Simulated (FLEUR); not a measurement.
## Pb: equation of state with SCAN

The system is Pb.

```
CELL_PARAMETERS angstrom
0.00000 3.43900 3.43900
3.43900 0.00000 3.43900
3.43900 3.43900 0.00000
ATOMIC_POSITIONS crystal
Pb 0.25000 0.25000 0.25000
Pb 0.00000 0.00000 0.00000
```

This isn't the form of Pb at room conditions, which is fcc.

```
Program             : FLEUR MaX-R8.1 (later development tree)
Task                : equation of state
Functional          : SCAN
Potentials or basis : all-electron
Basis               : FLAPW
Kmax                : 4.1 1/bohr
k mesh              : 7 × 7 × 7
Occupations         : fermi-dirac, width 0.05 eV
Spin                : no spin polarisation
```

| Quantity | Value |
| --- | --- |
| Equilibrium volume | 41.05 Å³/atom |
| Bulk modulus | 31 GPa |

Energy against volume, from the lowest point:
```tsv
volume (Å³/atom)	energy (meV/atom)
38.232	22.26
39.045	10.54
40.672	0.00
42.299	3.11
43.112	8.51
```

Caveat: the meta-GGA is that of a development version, with a GGA for the radial functions and cores and without core tails. Spin-orbit coupling is left out, which matters for the levels of Pb.
